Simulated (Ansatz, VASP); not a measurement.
# GaN: VASP beside Ansatz

Wanted: the spread between two codes on one cell, functional and k mesh. The structure shown is the end of the Ansatz relaxation below.

Main program and level: Ansatz 0.2.0; plane waves, with VASP 6.6.1 beside it; single point at PBEsol.

### 1. Set-up

It takes space group F-43m (No. 216, cubic). The conventional cell has a = 4.498 Å, b = 4.498 Å, c = 4.498 Å, α = 90.00°, β = 90.00°, γ = 90.00°. Nearest to Ga lie 4 N at 1.95 Å. N has 4 Ga at 1.95 Å nearest. Farther neighbours and most contacts between anions are not listed.

### 2. Ansatz: relaxation, PBEsol

Ansatz runs on its PAW soft_1 files.

This run makes the geometry at which the two programs are then compared.

input.yaml

```yaml
crystal:
  lattice:
    - [3.180707, 0.0, 0.0]
    - [-1.5903535, 2.754573064, 0.0]
    - [0.0, 0.0, 7.791109]
  atoms:
    - { symbol: Ga, position: [0.0, 0.0, 0.0] }
    - { symbol: Ga, position: [0.3333333, 0.6666667, 0.3333333] }
    - { symbol: Ga, position: [0.6666667, 0.3333333, 0.6666667] }
    - { symbol: "N", position: [0.0, 0.0, 0.75] }
    - { symbol: "N", position: [0.3333333, 0.6666667, 0.0833333] }
    - { symbol: "N", position: [0.6666667, 0.3333333, 0.4166667] }
kpoints:
  mp_grid: { grid: [10, 10, 4] }
scf:
  occupations: { method: fermi_dirac, width: 0.02 }
hamiltonian:
  xc: pbesol
  pseudopotentials: { kind: paw, azcp: { folder: soft_1 }, xc_functional: pbe }
basis:
  ecutwfc: 600
output:
  forces: true
  stress: true
relax:
  f_tol: 0.005
  max_steps: 70
  cell: { stress_tol: 0.02, p_target: 0, fix: [a, b, alpha, beta, gamma] }
```

Command:

```
$ ansatz run input.yaml --threads 8 --pin off --max-ram 18432MiB --backend cpu --events-out ev --progress --plain --runs-dir out
```

Numbers of over 12 decimals in the logs are rounded to 6 here.

The program printed:

```text
Engine: ansatz 0.2.0, aarch64-unknown-linux-gnu
Pseudopotentials: kind: paw
Pseudopotential: Ga, paw, valence charge 13, recommended cutoff 420 eV (normal), soft_1/Ga.paw.azcp
Pseudopotential: N, paw, valence charge 5, recommended cutoff 420 eV (normal), soft_1/N.paw.azcp
Functional definition: PBEsol
  exchange = pbesol_x
  correlation = pbesol_c
Crystal: 6 atoms, lattice volume = 68.262 Å³
Basis set: ecut = 600 eV, 2287 PW (Γ), exchange–correlation on 54×54×128 points (8 copies of the dense FFT grid, shifted against one another)
Bands: 33, of which v1, the nominal top of the filled ones, is band 27 counted from 1 (26 counted from 0)
Symmetry: 18 space group operations
Space group: F-43m (ITA 216), of the structure as read, at distance tolerance 4.1e-5 Å
k-points: 50 of 400 (time reversal used)
Non-local potential: Ga, projectors of the file, l = 0: 2, l = 1: 2, l = 2: 3, l = 3: 1
Non-local potential: N, projectors of the file, l = 0: 2, l = 1: 2, l = 2: 1
PAW form: soft (Blöchl's): semilocal exchange-correlation on the pseudo side does not see the compensation charge
PAW frozen core: Ga, regenerated for the run's functional, and the local potential with it (the file was generated under x = pbe(κ = 0.804, μ = 0.219515), c = pbe(β = 0.066725))
PAW frozen core: N, regenerated for the run's functional, and the local potential with it (the file was generated under x = pbe(κ = 0.804, μ = 0.219515), c = pbe(β = 0.066725))
PAW one-centre angular grid: Ga, 590 points (default); XC on 64 Gauss nodes
PAW one-centre angular grid: N, 110 points (default); XC on 64 Gauss nodes
Initial density: superposition of atomic densities (chi_scale 0.1, normalization cell, long waves kept (reshape's long-wave potential 0.00 eV rms))
Initial wavefunctions: pseudopotential atomic-orbital guess
Functional: x = pbesol(κ = 0.804, μ = 0.123457), c = pbesol(β = 0.046)
SCF iter   1: F=—  HF=-12370.241091 eV  |F-HF|=—  |Δ(HF+E_count)|=         —  Δρ=1.04e-1  dr2=6.24e0  ethr=3.10e-3  ⟨swp⟩=5.0  Hψ=5786  notcnv=0
preconditioner: auto → Resta (q_TF=auto, 2.624 Å⁻¹)  ε∞=4.9  [insulator: Δε(μ)=2.509 eV  Ē_g=16.788 eV  σ=0.020 eV  W_gap=1.00  n_scr=24 (ndim 8)  ℏωp=33.0 eV  f_vac=0.000  D(μ)=0.00/eV (n_scr^D=0)  ε∞_Penn≈4.9]
SCF iter   2: F=—  HF=-12368.711480 eV  |F-HF|=—  |Δ(HF+E_count)|=    1.53e0  Δρ=4.58e-2  dr2=7.50e-1  ethr=3.10e-3  ⟨swp⟩=2.3  Hψ=3486  notcnv=0  defer=67
SCF iter   3: F=—  HF=-12368.559648 eV  |F-HF|=—  |Δ(HF+E_count)|=   1.52e-1  Δρ=1.65e-2  dr2=1.37e-1  ethr=1.39e-3  ⟨swp⟩=2.0  Hψ=1826  notcnv=0  defer=67
SCF iter   4: F=—  HF=-12368.528781 eV  |F-HF|=—  |Δ(HF+E_count)|=   3.09e-2  Δρ=2.85e-3  dr2=6.51e-3  ethr=2.53e-4  ⟨swp⟩=2.9  Hψ=3126  notcnv=0  defer=67
SCF iter   5: F=—  HF=-12368.526519 eV  |F-HF|=—  |Δ(HF+E_count)|=   2.26e-3  Δρ=2.61e-3  dr2=2.44e-3  ethr=1.21e-5  ⟨swp⟩=2.0  Hψ=3156  notcnv=0  defer=67
SCF iter   6: F=—  HF=-12368.527515 eV  |F-HF|=—  |Δ(HF+E_count)|=   9.95e-4  Δρ=6.82e-4  dr2=2.21e-4  ethr=4.52e-6  ⟨swp⟩=2.4  Hψ=2836  notcnv=0  defer=67
SCF iter   7: F=—  HF=-12368.527581 eV  |F-HF|=—  |Δ(HF+E_count)|=   6.62e-5  Δρ=1.03e-4  dr2=7.67e-6  ethr=4.10e-7  ⟨swp⟩=2.3  Hψ=2891  notcnv=0  defer=67
SCF iter   8: F=—  HF=-12368.527584 eV  |F-HF|=—  |Δ(HF+E_count)|=   3.50e-6  Δρ=1.20e-5  dr2=6.40e-8  ethr=1.85e-10  ⟨swp⟩=3.0  Hψ=7529  notcnv=0
SCF iter   9: F=-12368.527584 eV  HF=-12368.527584 eV  |F-HF|=4.82e-10  |Δ(HF+E_count)|=   6.35e-8  Δρ=1.12e-6  dr2=5.12e-10  ethr=1.19e-10  ⟨swp⟩=2.9  Hψ=6334  notcnv=0
SCF 1 converged in 9 iterations: F = -12368.527584 eV  dr2 = 5.12e-10
  greatest PAW one-centre occupation: 0.995 electrons in one spin orbital (limit 2), on the Ga atom at site 2 (counted from 0), in its partial waves of l = 2
relax step   1: F+E_penalty+E_count = -12368.52758438 eV  Δ(F+E_penalty+E_count) = +0.000e0 eV  max|allowed force component| = 9.521e-6 eV/Å  Δτ_max = 0.0000 Å  P = -0.001 GPa  Ω = 68.262 Å³  fix = [a, b, alpha, beta, gamma]  reactions: a -0.000, b -0.000 GPa  (9 SCF iters, dr2 threshold 1.00e-7 eV, accepted)
Initial density: handed on by an earlier stage of this run
Initial wavefunctions: pseudopotential atomic-orbital guess (no wavefunctions were taken with the density)
iter 1 solved again at ethr=1.78e-8 eV; its pass at ethr=3.10e-3 eV (dr2=9.63e-6 eV) is discarded
SCF iter   1: F=—  HF=-12368.527580 eV  |F-HF|=—  |Δ(HF+E_count)|=         —  Δρ=1.06e-6  dr2=4.67e-10  ethr=1.78e-8  ⟨swp⟩=3.0  Hψ=10910  notcnv=0
eigensolver tolerance schedule: the retry pair's looser diagonalisation over-reported the residual by 20615.35 of it (diagonalisation noise at 0.13 of the residual, at the tolerance the schedule requests for it); recorded, not acted on — ethr = c·dr2/N_el stays at c = 1.0e-1
preconditioner: auto → Resta (q_TF=auto, 2.624 Å⁻¹)  ε∞=5.0  [insulator: Δε(μ)=1.705 eV  Ē_g=16.474 eV  σ=0.020 eV  W_gap=1.00  n_scr=24 (ndim 8)  ℏωp=33.0 eV  f_vac=0.000  D(μ)=0.00/eV (n_scr^D=0)  ε∞_Penn≈5.0]
SCF iter   2: F=—  HF=-12368.527584 eV  |F-HF|=—  |Δ(HF+E_count)|=   4.40e-6  Δρ=7.47e-7  dr2=2.33e-10  ethr=1.00e-12  ⟨swp⟩=2.7  Hψ=3064  notcnv=0
SCF iter   3: F=—  HF=-12368.527584 eV  |F-HF|=—  |Δ(HF+E_count)|=  2.44e-10  Δρ=2.96e-7  dr2=3.66e-11  ethr=1.00e-12  ⟨swp⟩=3.0  Hψ=3234  notcnv=0
SCF iter   4: F=-12368.527584 eV  HF=-12368.527584 eV  |F-HF|=0.00e0  |Δ(HF+E_count)|=  1.46e-11  Δρ=8.44e-8  dr2=2.04e-12  ethr=1.00e-12  ⟨swp⟩=4.0  Hψ=7521  notcnv=0
SCF 2 converged in 4 iterations: F = -12368.527584 eV  dr2 = 2.04e-12
relax step   2: F+E_penalty+E_count = -12368.52758438 eV  Δ(F+E_penalty+E_count) = -7.458e-11 eV  max|allowed force component| = 9.594e-6 eV/Å  Δτ_max = 0.0000 Å  P = -0.001 GPa  Ω = 68.262 Å³  fix = [a, b, alpha, beta, gamma]  reactions: a -0.000, b -0.000 GPa  stress off target by 1.37e-3 GPa on what of the cell is left free  SCF on the basis re-selected at this cell (its energy is not comparable with the rows above)  (4 SCF iters)
basis re-selected at this cell: Δ(F+E_penalty+E_count) = -7.458e-11 eV, ΔP = +0.000 GPa vs the last step (what re-selecting the basis moved, of the pressure what is left beyond the Pulay correction that the steps carried, after the strain that the cell walked since its last selection, with what the two solves' SCF thresholds leave and, on support functions, any second-order correction that the steps lacked; it is no  [...]
SCF converged after 4 iterations
Free energy (F): -12368.527584 eV
Harris-Foulkes:  -12368.527584 eV  (|F-HF|=0.00e0)
Internal energy: -12368.527584 eV  (E = F + TS)
E sigma→0 (E₀):  -12368.527584 eV
Fermi energy:    10.450311 eV
--- Per-component energies (eV) ---
  E_band       = -20.995518
  E_kinetic    = 720.934716
  E_local      = -4229.556575  (includes V_loc(G=0)·N_el)
  E_nonlocal   = -160.506101
  E_hartree    = 2674.407356
  E_xc         = -363.908818
  E_vxc        = -391.927763  (∫ρ·V_xc dr)
  E_paw        = -6240.947456  (= ΣΔE_a)
  E_vpaw       = -1308.754423  (= ΣTr[D̂ρ^β])
  E_aug_tail   = 0.000005  (compensation charges beyond the density's cutoff)
  E_ewald      = -4771.623947
  E_core_change = 2.673234  (= ΣΔE_core)
  E_smearing   = -0.000000  (= −TS)
  E_closure    = 0.000000  (closes the sum)
  Σ components = -12368.527584   (vs F -12368.527584, Δ=0.00e0)
--- Forces (eV/Å), atoms counted from 1 ---
  atom   1  Ga    -0.00000000     0.00000000     0.00000962
  atom   2  Ga     0.00000000     0.00000000     0.00000962
  atom   3  Ga     0.00000000     0.00000000     0.00000962
  atom   4  N      0.00000000     0.00000000    -0.00000957
  atom   5  N     -0.00000000     0.00000000    -0.00000957
  atom   6  N      0.00000000     0.00000000    -0.00000957
  max |Σ_I F_I| component: 1.51e-7 eV/Å
--- Stress (GPa, compression-positive) ---
       -0.000096       0.000000      -0.000000
        0.000000      -0.000096      -0.000000
       -0.000000       0.000000      -0.001374
  P = ⅓ Tr σ = -0.0005 GPa (-0.005 kbar)
--- Relaxed structure (1 steps of the walk, 1 accepted, 1 SCFs on fresh bases) ---
  F+E_penalty+E_count = -12368.52758438 eV   max|allowed force component| = 9.594e-6 eV/Å   (the final SCF, on the basis selected at the relaxed cell)
  cell:  # Å, volume = 68.2617 Å³
    - [3.180707, 0.0, 0.0]
    - [-1.590354, 2.754573, 0.0]
    - [0.0, 0.0, 7.791109]
  atoms:
    - { symbol: Ga, position: [0.0, 0.0, 0.0] }
    - { symbol: Ga, position: [0.333333, 0.666667, 0.333333] }
    - { symbol: Ga, position: [0.666667, 0.333333, 0.666667] }
    - { symbol: N, position: [0.0, 0.0, 0.750000] }
    - { symbol: N, position: [0.333333, 0.666667, 0.083333] }
    - { symbol: N, position: [0.666667, 0.333333, 0.416667] }
```

### 3. VASP: single point, PBEsol, pair 1

The same cell, functional, mesh and smearing now go to VASP, with its own data sets.

Lines of VASP's logs that name or quote its potential files are left out, and so is its time.

INCAR

```
SYSTEM = GaN
PREC = Accurate
ENCUT = 600
EDIFF = 1E-06
NELM = 120
ISMEAR = -1
SIGMA = 0.02
LREAL = .FALSE.
ALGO = Normal
GGA = PS
NBANDS = 33
LORBIT = 11
LWAVE = .FALSE.
LCHARG = .FALSE.
ISIF = 2
LASPH = .TRUE.
GGA_COMPAT = .FALSE.
EFERMI = MIDGAP
KPAR = 2
```

POSCAR

```
GaN
1.0
    3.1807070000      0.0000000000      0.0000000000
   -1.5903535000      2.7545730640      0.0000000000
    0.0000000000      0.0000000000      7.7911090000
Ga N
3 3
Direct
    1.0000000000      1.0000000000      0.0000000000
    0.3333333333      0.6666666667      0.3333333333
    0.6666666667      0.3333333333      0.6666666667
    1.0000000000      1.0000000000      0.7500000000
    0.3333333333      0.6666666667      0.0833333333
    0.6666666667      0.3333333333      0.4166666667
```

KPOINTS

```
Automatic mesh
0
Gamma
10 10 4
0 0 0
```

The projector-augmented-wave data sets are Ga_d and N (PBE family, release 64).

Command:

```
$ mpirun -np 2 vasp_std
```

The program printed:

```text
[banner, memory and clock lines left out]
running    2 mpi-ranks, on    1 nodes
 distrk:  each k-point on    1 cores,    2 groups
 distr:  one band on    1 cores,    1 groups

 POSCAR found type information on POSCAR GaN
 POSCAR found :  2 types and       6 ions
|                                                                             |
|               ----> ADVICE to this user running VASP <----                  |
|                                                                             |
|     You enforced a specific xc type in the INCAR file but a different       |
|     [... a line on the potential file left out ...]
|     I HOPE YOU KNOW WHAT YOU ARE DOING!                                     |
|                                                                             |

 LDA part: xc-table for (Slater+PW92), standard interpolation
 POSCAR, INCAR and KPOINTS ok, starting setup
 FFT: planning ... GRIDC
 FFT: planning ... GRID_SOFT
 FFT: planning ... GRID
 WAVECAR not read
 entering main loop
       N       E                     dE             d eps       ncg     rms          rms(c)
DAV:   1     0.502914267464E+03    0.50291E+03   -0.28921E+04  3756   0.330E+03
DAV:   2     0.390094386805E+02   -0.46390E+03   -0.44894E+03  3524   0.642E+02
DAV:   3    -0.395866392670E+02   -0.78596E+02   -0.77078E+02  3693   0.197E+02
DAV:   4    -0.447361997321E+02   -0.51496E+01   -0.51244E+01  4540   0.516E+01
DAV:   5    -0.448200117801E+02   -0.83812E-01   -0.83668E-01  3882   0.690E+00    0.125E+01
DAV:   6    -0.392868694079E+02    0.55331E+01   -0.19398E+01  6092   0.578E+01    0.362E+00
DAV:   7    -0.394411550424E+02   -0.15429E+00   -0.26705E+00  3671   0.112E+01    0.323E+00
DAV:   8    -0.393936761608E+02    0.47479E-01   -0.33443E-01  5261   0.720E+00    0.831E-01
DAV:   9    -0.393721203175E+02    0.21556E-01   -0.10712E-01  5550   0.473E+00    0.332E-01
DAV:  10    -0.393730316173E+02   -0.91130E-03   -0.70553E-03  3714   0.764E-01    0.179E-01
DAV:  11    -0.393729749471E+02    0.56670E-04   -0.11512E-03  4793   0.512E-01    0.627E-02
DAV:  12    -0.393729775962E+02   -0.26491E-05   -0.14820E-04  3864   0.826E-02    0.215E-02
DAV:  13    -0.393729772857E+02    0.31046E-06   -0.82840E-06  4254   0.517E-02
   1 F= -.39372977E+02 E0= -.39372977E+02  d E =-.904429E-21
```

From OUTCAR (step 3):

```text
ion  position               nearest neighbor table
   1  0.000  0.000  0.000-   4 1.95   5 1.95   5 1.95   5 1.95
   2  0.333  0.667  0.333-   5 1.95   6 1.95   6 1.95   6 1.95
   3  0.667  0.333  0.667-   6 1.95   4 1.95   4 1.95   4 1.95
   4  0.000  0.000  0.750-   1 1.95   3 1.95   3 1.95   3 1.95
   5  0.333  0.667  0.083-   2 1.95   1 1.95   1 1.95   1 1.95
   6  0.667  0.333  0.417-   3 1.95   2 1.95   2 1.95   2 1.95

  LATTYP: Found a hexagonal cell.
 ALAT       =     3.1807070000
 C/A-ratio  =     2.4494896889

 Subroutine GETGRP returns: Found  6 space group operations
 (whereof  6 operations were pure point group operations)

The static configuration has the point symmetry C_3v.

 Found     50 irreducible k-points:

   k-points           NKPTS =     50   k-points in BZ     NKDIM =     50   number of bands    NBANDS=     33

   dimension x,y,z NGX =    28 NGY =   28 NGZ =   64
   dimension x,y,z NGXF=    56 NGYF=   56 NGZF=  128

   ENCUT  =  600.0 eV  44.10 Ry    6.64 a.u.   6.35  6.35 15.56*2*pi/ulx,y,z

   NELECT =      54.0000    total number of electrons

 k-points in reciprocal lattice and weights: Automatic mesh
   0.00000000  0.00000000  0.00000000       0.003
   0.10000000  0.00000000  0.00000000       0.015
   0.20000000  0.00000000  0.00000000       0.015
   0.30000000 -0.00000000  0.00000000       0.015
   0.40000000  0.00000000  0.00000000       0.015
   0.50000000 -0.00000000  0.00000000       0.007
   0.10000000  0.10000000  0.00000000       0.015
   0.20000000  0.10000000  0.00000000       0.030
   0.30000000  0.10000000  0.00000000       0.030
[...]
0.40000000  0.20000000  0.50000000       0.015
   0.30000000  0.30000000  0.50000000       0.015

 average (electrostatic) potential at core
       1 -63.2761       2 -63.2761       3 -63.2761       4 -62.1208       5 -62.1208
       6 -62.1208

 E-fermi :   6.0740

 k-point     1 :       0.0000    0.0000    0.0000
  band No.  band energies     occupation
    ...
     23       4.4477      2.00000
     24       4.4477      2.00000
     25       5.2138      2.00000
     26       5.2139      2.00000
     27       5.2139      2.00000
     28       6.9341      0.00000
     29       9.6515      0.00000
     30       9.6515      0.00000
     31      13.7866      0.00000
     32      13.7866      0.00000
    ...

 k-point     2 :       0.1000    0.0000    0.0000
  band No.  band energies     occupation
    ...
     23       4.0788      2.00000
     24       4.2456      2.00000
     25       4.5125      2.00000
     26       5.0565      2.00000
     27       5.1174      2.00000
     28       7.7397      0.00000
     29      10.1296      0.00000
     30      10.2086      0.00000
     31      13.4383      0.00000
     32      13.5564      0.00000
    ...

 k-point     3 :       0.2000    0.0000    0.0000
  band No.  band energies     occupation
    ...
     23       3.0890      2.00000
     24       3.5301      2.00000
     25       4.3136      2.00000
     26       4.6688      2.00000
     27       4.8223      2.00000
     28       8.8656      0.00000
     29      10.4462      0.00000
     30      11.2753      0.00000
     31      12.8223      0.00000
     32      12.9745      0.00000
    ...

  Total       -0.2202364     -0.2202364     -0.2204522      0.0000000      0.0000000      0.0000000
  in kB       -5.1691892     -5.1691892     -5.1742555      0.0000000      0.0000000      0.0000000
  external PRESSURE =      -5.1708780 kB  Pullay stress =       0.0000000 kB

  energy-cutoff  :      600.00
  volume of cell :       68.26
      direct lattice vectors                 reciprocal lattice vectors
     3.180707000  0.000000000  0.000000000     0.314395510  0.181516332  0.000000000
    -1.590353500  2.754573064  0.000000000     0.000000000  0.363032665  0.000000000
     0.000000000  0.000000000  7.791109000     0.000000000  0.000000000  0.128351432

 POSITION                                       TOTAL-FORCE (eV/Angst)
 -----------------------------------------------------------------------------------
      0.00000      0.00000      0.00000        -0.000000      0.000000     -0.000020
     -0.00000      1.83638      2.59704        -0.000000      0.000000     -0.000020
      1.59035      0.91819      5.19407        -0.000000      0.000000     -0.000020
      0.00000      0.00000      5.84333         0.000000     -0.000000      0.000020
     -0.00000      1.83638      0.64926         0.000000      0.000000      0.000020
      1.59035      0.91819      3.24630         0.000000     -0.000000      0.000020
 -----------------------------------------------------------------------------------
    total drift:                                0.000000     -0.000001      0.000262

  FREE ENERGIE OF THE ION-ELECTRON SYSTEM (eV)
  ---------------------------------------------------
  free  energy   TOTEN  =       -39.3729772857 eV

  energy  without entropy=      -39.3729772857  energy(sigma->0) =      -39.37297729

 total charge
# of ion       s       p       d       tot
------------------------------------------
    1        0.793   0.911  10.182  11.886
    2        0.793   0.911  10.182  11.886
    3        0.793   0.911  10.182  11.886
    4        1.215   2.499   0.000   3.714
    5        1.215   2.499   0.000   3.714
    6        1.215   2.499   0.000   3.714
--------------------------------------------------
tot          6.023  10.229  30.547  46.799

[... 3 further parts left out ...]
```

The run ends at a pressure of -0.52 GPa.

### 4. Differences

Known differences besides the potentials themselves: Ansatz makes its cores anew for this functional, VASP keeps those of its PBE data sets; Ansatz's pressure holds a Pulay correction, VASP's none. Total energies have different zeros and are not compared.

Both answers:

```csv
quantity,Ansatz,VASP,difference
pressure (GPa),0.00,-0.52,+0.52
gap on the k mesh (eV),1.705,1.720,-0.015
```

A gap on the mesh is an upper bound, since the band edges may lie between its points.

### 5. Ansatz: relaxation, PBEsol

This run makes the geometry at which the two programs are then compared. The cell compared in this pair holds 65.13 Å³, against 68.26 Å³ for the pair before.

The structure compared here is the end of the Ansatz relaxation.

Changes to input.yaml since step 2:

```diff
@@ -2,5 +2,5 @@
   lattice:
-    - [3.180707, 0.0, 0.0]
-    - [-1.5903535, 2.754573064, 0.0]
-    - [0.0, 0.0, 7.791109]
+    - [3.08528579, 0.0, 0.0]
+    - [-1.542642895, 2.6719358721, 0.0]
+    - [0.0, 0.0, 7.931348962]
   atoms:
@@ -24,2 +24,6 @@
   stress: true
+  write_density: true
+  write_potential: true
+  elf: true
+  volumetric_format: npy
 relax:
```

Command:

```
$ ansatz run input.yaml --threads 8 --pin off --max-ram 18432MiB --backend cpu --events-out ev --progress --plain --runs-dir out
```

The program printed:

```text
[...]
Crystal: 6 atoms, lattice volume = 65.384 Å³
Basis set: ecut = 600 eV, 2203 PW (Γ), exchange–correlation on 50×50×128 points (8 copies of the dense FFT grid, shifted against one another)
Bands: 33, of which v1, the nominal top of the filled ones, is band 27 counted from 1 (26 counted from 0)
Symmetry: 18 space group operations
[...]
k-points: 50 of 400 (time reversal used)
[...]
cell:  # Å, volume = 65.1274 Å³
    - [3.085286, 0, 0]
    - [-1.542643, 2.671936, 0]
    - [0, 0, 7.900280]
  atoms:
    - { symbol: Ga, position: [0, 0, -0.00245878] }
    - { symbol: Ga, position: [0.333333, 0.666667, 0.330875] }
    - { symbol: Ga, position: [0.666667, 0.333333, 0.664208] }
    - { symbol: N, position: [0, 0, 0.752459] }
    - { symbol: N, position: [0.333333, 0.666667, 0.085792] }
    - { symbol: N, position: [0.666667, 0.333333, 0.419125] }
[key lines of the parts left out:]
SCF converged after 5 iterations
Free energy (F): -12368.349102 eV
Fermi energy:    11.362361 eV
P = ⅓ Tr σ = 9.7287 GPa (97.287 kbar)
```

(Continued in part 2 of 2.)

[Lines on the potential files, build, host, timing and source positions are cut from VASP's logs without a mark.]

[Logs are printed without paths, hosts, clocks, repeated set-up lines and the standing remarks that a program may print on its own settings, such as how far it seeks lower states.]

[Hosts, paths, dates, database ids (printed as entryN), source tags and the programs' standing remarks are cut or masked in the printed files.]
